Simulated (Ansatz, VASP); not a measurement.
## Ge in VASP and in Ansatz

File INCAR:

```
PREC = Accurate ; ENCUT = 520
EDIFF = 1E-7 ; ISMEAR = -1
SIGMA = 0.05 ; LREAL = False
LASPH = True ; NELM = 150
ALGO = Normal ; ISIF = 2
LWAVE = False ; LCHARG = False
MAGMOM = 0 0 0 ; LORBIT = 11
LSORBIT = True ; GGA_COMPAT = False
LORBMOM = True ; GGA = PS
NBANDS = 25
```

File KPOINTS:

```
Automatic mesh
0
Gamma
  11 11 10
```

File POSCAR:

```
Ge
1.0
    1.3971490000     -2.6005160000      0.0000000000
    1.3971490000      2.6005160000      0.0000000000
    0.0000000000      0.0000000000      2.6982310000
Ge
1
Direct
    0.5000000000      0.5000000000      0.0000000000
```

input.yaml

```yaml
crystal:
  lattice:
    - [1.397149, -2.600516, 0.0]
    - [1.397149, 2.600516, 0.0]
    - [0.0, 0.0, 2.698231]
  atoms:
    - { symbol: Ge, position: [0.5, 0.5, 0.0] }
hamiltonian:
  xc: pbesol
  pseudopotentials: { kind: paw_fr }
magnetization:
  noncollinear: true
  spin_orbit: true
kpoints:
  mp_grid: { grid: [11, 11, 10] }
  band_path:
    path:
      - [[0.0, 0.0, 0.0], [0.3221616403, 0.3221616403, 0.0], [0.0, 0.5, 0.0], [0.0, 0.5, 0.5], [0.3221616403, 0.3221616403, 0.5], [0.0, 0.0, 0.5], [0.0, 0.0, 0.0], [-0.5, 0.5, 0.0], [-0.3221616403, 0.6778383597, 0.0], [-0.3221616403, 0.6778383597, 0.5], [-0.5, 0.5, 0.5], [-0.5, 0.5, 0.0]]
      - [[0.0, 0.0, 0.5], [-0.5, 0.5, 0.5]]
    npoints: 14
scf:
  occupations: { method: fermi_dirac, width: 0.05 }
  n_extra_bands: 6
output:
  forces: true
  stress: true
  eigenvalues: true
  fatbands: true
  write_density: true
  write_potential: true
  elf: true
  volumetric_format: npy
```

This isn't the form of Ge at room conditions, which is diamond.

Alike in both runs: functional PBEsol; k mesh 11 × 11 × 10; occupations fermi-dirac, width 0.05 eV; non-collinear spin, spin-orbit coupling.

|  | VASP | Ansatz |
| --- | --- | --- |
| version | VASP 6.6.1 | Ansatz 0.2.0 |
| potentials or method | VASP PAW PBE potentials, release 64 (Ge_d) | Ansatz PAW |
| plane-wave cutoff (eV) | 520 | 420 |
| valence electrons in the cell | 14 | 14 |
| task | single point | band structure |

Ansatz gave:

```
gap on the k mesh at the Fermi level (eV)       : none
pressure (GPa)                                  : -4.1
largest component of the traceless stress (GPa) : 1.76
net moment per atom (μB)                        : 0.00
```

Task: What did VASP give for the same quantities?

Result: gap on the k mesh at the Fermi level (eV): none; pressure (GPa): -4.1; largest component of the traceless stress (GPa): 1.75; net moment per atom (μB): 0.00.

A gap of «none» marks a metal or a gap that the smearing closes. With one functional, cell and mesh, what is left measures potentials, basis and numerics.

Caveats: the PAW data sets were made with another functional, which shifts forces and pressure a little (VASP); the PAW data sets come from PBE, with cores solved anew for the run's functional, which leaves a small shift of forces and pressure (Ansatz).
